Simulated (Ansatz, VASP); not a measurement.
# Cross-check of BaTiO3 between VASP and Ansatz, part 2 of 2

Wanted: the spread between two codes on one cell, functional and k mesh. The structure shown is the end of the Ansatz relaxation below.

VASP 6.6.1 and Ansatz 0.2.0.

So far. Step 3 (VASP: single point, PBEsol, pair 1): The run ends at a pressure of 0.21 GPa.

## (5) Ansatz: relaxation, PBEsol

Level of this step: Ansatz beside VASP: Kohn-Sham DFT, plane waves, PBEsol (Ansatz).

This run makes the geometry at which the two programs are then compared. The cell compared in this pair holds 62.88 Å³, against 63.19 Å³ for the pair before.

The structure compared here is the end of the Ansatz relaxation.

Contents of input.yaml:

```yaml
crystal:
  lattice:
    - [3.9600799875, 0.0, 0.0]
    - [0.0, 3.9600799875, 0.0]
    - [0.0, 0.0, 4.00970505]
  atoms:
    - { symbol: Ba, position: [0.0, 0.0, 0.0] }
    - { symbol: Ti, position: [0.5, 0.5, 0.5] }
    - { symbol: O, position: [0.5, 0.5, 0.0] }
    - { symbol: O, position: [0.5, 0.0, 0.5] }
    - { symbol: O, position: [0.0, 0.5, 0.5] }
kpoints:
  mp_grid: { grid: [7, 7, 7] }
scf:
  occupations: { method: fermi_dirac, width: 0.02 }
hamiltonian:
  xc: pbesol
  pseudopotentials: { kind: paw, azcp: { folder: soft_1 }, xc_functional: pbe }
basis:
  ecutwfc: 600
output:
  forces: true
  stress: true
relax:
  f_tol: 0.005
  max_steps: 70
  cell: { stress_tol: 0.02, p_target: 0, fix: [c, alpha, beta, gamma] }
```

Started as:

```console
> ansatz run input.yaml --threads 4 --pin off --max-ram 10240MiB --backend cpu --events-out ev --progress --plain --runs-dir out
```

Numbers of over 12 decimals in the logs are rounded to 6 here.

The program printed:

```text
[...]
Crystal: 5 atoms, lattice volume = 62.881 Å³
Basis set: ecut = 600 eV, 2105 PW (Γ), exchange–correlation on 64×64×72 points (8 copies of the dense FFT grid, shifted against one another)
Bands: 25, of which v1, the nominal top of the filled ones, is band 20 counted from 1 (19 counted from 0)
Symmetry: 16 space group operations
[...]
k-points: 40 of 343
[...]
--- Relaxed structure (1 steps of the walk, 1 accepted, 1 SCFs on fresh bases) ---
[...]
cell:  # Å, volume = 62.8811 Å³
    - [3.9600799875, 0.0, 0.0]
    - [0.0, 3.9600799875, 0.0]
    - [0.0, 0.0, 4.00970505]
  atoms:
    - { symbol: Ba, position: [0.0, 0.0, 0.0] }
    - { symbol: Ti, position: [0.5, 0.5, 0.5] }
    - { symbol: O, position: [0.5, 0.5, 0.0] }
    - { symbol: O, position: [0.5, 0.0, 0.5] }
    - { symbol: O, position: [0.0, 0.5, 0.5] }
[key lines of the parts left out:]
SCF converged after 6 iterations
Free energy (F): -10027.633376 eV
Fermi energy:    11.288910 eV
P = ⅓ Tr σ = -0.8525 GPa (-8.525 kbar)
```

## (6) VASP: single point, PBEsol, pair 2

The same cell, functional, mesh and smearing now go to VASP, with its own data sets.

Contents of INCAR:

```
SYSTEM = BaTiO3
PREC = Accurate
ENCUT = 600
EDIFF = 1E-06
NELM = 120
ISMEAR = -1
SIGMA = 0.02
LREAL = .FALSE.
ALGO = Normal
GGA = PS
NBANDS = 26
LASPH = .TRUE.
LORBIT = 11
LWAVE = .FALSE.
LCHARG = .FALSE.
ISIF = 2
GGA_COMPAT = .FALSE.
EFERMI = MIDGAP
KPAR = 2
```

Contents of POSCAR:

```
BaTiO3
1.0
    3.9600799875      0.0000000000      0.0000000000
    0.0000000000      3.9600799875      0.0000000000
    0.0000000000      0.0000000000      4.0097050500
Ba Ti O
1 1 3
Direct
    0.0000000000      0.0000000000      0.0000000000
    0.5000000000      0.5000000000      0.5000000000
    0.5000000000      0.5000000000      0.0000000000
    0.5000000000      0.0000000000      0.5000000000
    0.0000000000      0.5000000000      0.5000000000
```

Contents of KPOINTS:

```
Automatic mesh
0
Gamma
7 7 7
0 0 0
```

The projector-augmented-wave data sets are Ba_sv, Ti_sv and O (PBE family, release 64).

Started as:

```console
> mpirun -np 2 vasp_std
```

The program printed:

```text
[banner, memory and clock lines left out]
running    2 mpi-ranks, on    1 nodes
[...]
[... a notice as in an earlier step ...]

 LDA part: xc-table for (Slater+PW92), standard interpolation
 POSCAR, INCAR and KPOINTS ok, starting setup
[...]
entering main loop
       N       E                     dE             d eps       ncg     rms          rms(c)
DAV:   1     0.471524339558E+03    0.47152E+03   -0.23101E+04  2080   0.186E+03
DAV:   2     0.289105828755E+00   -0.47124E+03   -0.45545E+03  2408   0.486E+02
DAV:   3    -0.498591834698E+02   -0.50148E+02   -0.48978E+02  2910   0.149E+02
DAV:   4    -0.521806228719E+02   -0.23214E+01   -0.23178E+01  3086   0.288E+01
[...]
DAV:  14    -0.419814252596E+02    0.69702E-03   -0.27187E-03  2902   0.389E-01    0.323E-02
DAV:  15    -0.419814291122E+02   -0.38526E-05   -0.11464E-04  2388   0.762E-02    0.372E-03
DAV:  16    -0.419814296737E+02   -0.56142E-06   -0.50632E-06  2606   0.162E-02
   1 F= -.41981430E+02 E0= -.41981430E+02  d E =-.634457E-21
```

Parts of OUTCAR (step 6):

```text
  Total        0.6902019      0.6902019     -0.3189397      0.0000000     -0.0000000      0.0000000
  in kB       17.5859724     17.5859724     -8.1264120      0.0000000     -0.0000000      0.0000000
  external PRESSURE =       9.0151776 kB  Pullay stress =       0.0000000 kB

 POSITION                                       TOTAL-FORCE (eV/Angst)
 -----------------------------------------------------------------------------------
      0.00000      0.00000      0.00000         0.000000      0.000000      0.000000
      1.98004      1.98004      2.00485         0.000000      0.000000      0.000000
      1.98004      1.98004      0.00000         0.000000      0.000000      0.000000
      1.98004      0.00000      2.00485         0.000000      0.000000      0.000000
      0.00000      1.98004      2.00485         0.000000      0.000000      0.000000
 -----------------------------------------------------------------------------------
    total drift:                                0.000000     -0.000000     -0.000000

  FREE ENERGIE OF THE ION-ELECTRON SYSTEM (eV)
  ---------------------------------------------------
  free  energy   TOTEN  =       -41.9814296737 eV

  energy  without entropy=      -41.9814296737  energy(sigma->0) =      -41.98142967

[... 1 part as in an earlier step ...]

[... 2 further parts left out ...]
[key lines of the parts left out:]
E-fermi :   4.6755
```

The run ends at a pressure of 0.90 GPa.

## (7) Side by side

Both answers:

| quantity | Ansatz | VASP | difference |
| --- | --- | --- | --- |
| pressure (GPa) | -0.85 | 0.90 | -1.75 |
| gap on the k mesh (eV) | 1.865 | 1.790 | +0.075 |

A gap on the mesh is an upper bound, since the band edges may lie between its points.

## (8) Ansatz: relaxation, PBEsol

This run makes the geometry at which the two programs are then compared. The cell compared in this pair holds 62.27 Å³, against 62.88 Å³ for the pair before.

The structure compared here is the end of the Ansatz relaxation.

Edit input.yaml of step 5 so:

```diff
@@ -2,5 +2,5 @@
   lattice:
-    - [3.9600799875, 0.0, 0.0]
-    - [0.0, 3.9600799875, 0.0]
-    - [0.0, 0.0, 4.00970505]
+    - [3.9799300125, 0.0, 0.0]
+    - [0.0, 3.9799300125, 0.0]
+    - [0.0, 0.0, 3.93030495]
   atoms:
@@ -23,2 +23,6 @@
   stress: true
+  write_density: true
+  write_potential: true
+  elf: true
+  volumetric_format: npy
 relax:
```

Started as:

```console
> ansatz run input.yaml --threads 4 --pin off --max-ram 10240MiB --backend cpu --events-out ev --progress --plain --runs-dir out
```

The program printed:

```text
[...]
Crystal: 5 atoms, lattice volume = 62.255 Å³
Basis set: ecut = 600 eV, 2087 PW (Γ), exchange–correlation on 64×64×64 points (8 copies of the dense FFT grid, shifted against one another)
Bands: 25, of which v1, the nominal top of the filled ones, is band 20 counted from 1 (19 counted from 0)
Symmetry: 16 space group operations
[...]
k-points: 40 of 343
[...]
--- Relaxed structure (2 steps of the walk, 2 accepted, 1 SCFs on fresh bases) ---
[...]
cell:  # Å, volume = 62.2665 Å³
    - [3.980284, 0.0, 0.0]
    - [0.0, 3.980284, 0.0]
    - [0.0, 0.0, 3.93030495]
  atoms:
    - { symbol: Ba, position: [0, 0, 0.0] }
    - { symbol: Ti, position: [0.5, 0.5, 0.5] }
    - { symbol: O, position: [0.5, 0.5, 0.0] }
    - { symbol: O, position: [0.5, 0, 0.5] }
    - { symbol: O, position: [0, 0.5, 0.5] }
[key lines of the parts left out:]
SCF converged after 11 iterations
Free energy (F): -10027.633061 eV
Fermi energy:    11.439744 eV
P = ⅓ Tr σ = 0.9204 GPa (9.204 kbar)
```

## (9) VASP: single point, PBEsol, pair 3

The same cell, functional, mesh and smearing now go to VASP, with its own data sets.

INCAR is that of step 6.

Edit POSCAR of step 6 so:

```diff
@@ -2,5 +2,5 @@
 1.0
-    3.9600799875      0.0000000000      0.0000000000
-    0.0000000000      3.9600799875      0.0000000000
-    0.0000000000      0.0000000000      4.0097050500
+    3.9802839426      0.0000000000      0.0000000000
+    0.0000000000      3.9802839426      0.0000000000
+    0.0000000000      0.0000000000      3.9303049500
 Ba Ti O
```

KPOINTS is that of step 6.

Started as:

```console
> mpirun -np 2 vasp_std
```

The program printed:

```text
[... set-up lines as in an earlier step ...]
 entering main loop
       N       E                     dE             d eps       ncg     rms          rms(c)
DAV:   1     0.473884090710E+03    0.47388E+03   -0.23102E+04  2080   0.186E+03
DAV:   2     0.272184612632E+01   -0.47116E+03   -0.45423E+03  2354   0.487E+02
DAV:   3    -0.496316338365E+02   -0.52353E+02   -0.51836E+02  2908   0.151E+02
DAV:   4    -0.521273381196E+02   -0.24957E+01   -0.24918E+01  3050   0.297E+01
[...]
DAV:  14    -0.419728353191E+02    0.57113E-03   -0.20420E-03  2928   0.332E-01    0.386E-02
DAV:  15    -0.419728345630E+02    0.75609E-06   -0.11401E-04  2370   0.709E-02    0.683E-03
DAV:  16    -0.419728346621E+02   -0.99152E-07   -0.41686E-06  2504   0.127E-02
   1 F= -.41972835E+02 E0= -.41972835E+02  d E =-.326010E-21
```

From OUTCAR (step 9):

```text
  Total        0.6994806      0.6994806      1.7932916      0.0000000      0.0000000      0.0000000
  in kB       17.9983160     17.9983160     46.1431393      0.0000000      0.0000000      0.0000000
  external PRESSURE =      27.3799237 kB  Pullay stress =       0.0000000 kB

 POSITION                                       TOTAL-FORCE (eV/Angst)
 -----------------------------------------------------------------------------------
      0.00000      0.00000      0.00000         0.000000      0.000000      0.000000
      1.99014      1.99014      1.96515         0.000000      0.000000      0.000000
      1.99014      1.99014      0.00000         0.000000      0.000000      0.000000
      1.99014      0.00000      1.96515         0.000000      0.000000      0.000000
      0.00000      1.99014      1.96515         0.000000      0.000000      0.000000
 -----------------------------------------------------------------------------------
    total drift:                                0.000000     -0.000000     -0.000000

  FREE ENERGIE OF THE ION-ELECTRON SYSTEM (eV)
  ---------------------------------------------------
  free  energy   TOTEN  =       -41.9728346621 eV

  energy  without entropy=      -41.9728346621  energy(sigma->0) =      -41.97283466

[... 1 part as in an earlier step ...]

[... 2 further parts left out ...]
[key lines of the parts left out:]
E-fermi :   4.7576
```

The run ends at a pressure of 2.74 GPa.

## (10) Comparison

Compared:

| quantity | Ansatz | VASP | difference |
| --- | --- | --- | --- |
| pressure (GPa) | 0.92 | 2.74 | -1.82 |
| gap on the k mesh (eV) | 1.868 | 1.801 | +0.068 |

A gap on the mesh is an upper bound, since the band edges may lie between its points.

## (11) Outcome

```
difference in pressure (single point, PBEsol, pair 1)          : -1.8 GPa
difference in gap on the k mesh (single point, PBEsol, pair 1) : 0.073 eV
difference in pressure (single point, PBEsol, pair 2)          : -1.8 GPa
difference in gap on the k mesh (single point, PBEsol, pair 2) : 0.075 eV
difference in pressure (single point, PBEsol, pair 3)          : -1.8 GPa
difference in gap on the k mesh (single point, PBEsol, pair 3) : 0.068 eV
```

What this shows: The difference in pressure is -1.8 GPa (single point, PBEsol, pair 3), beyond the 1 GPa picked in this series as the mark of a large difference. What causes the difference of the single point, PBEsol, pair 1 pair stays open here. What causes the difference of the single point, PBEsol, pair 2 pair stays open here. What causes the difference of the single point, PBEsol, pair 3 pair stays open here. 3 further runs of this series are not shown here. Such differences can come from data sets, numerical settings and the points named under the comparisons, not from the functional's error against experiment.

[Lines on the potential files, build, host, timing and source positions are cut from VASP's logs without a mark.]

[Logs are printed without paths, hosts, clocks, repeated set-up lines and the standing remarks that a program may print on its own settings, such as how far it seeks lower states.]

[Hosts, paths, dates, database ids (printed as entryN), source tags and the programs' standing remarks are cut or masked in the printed files.]
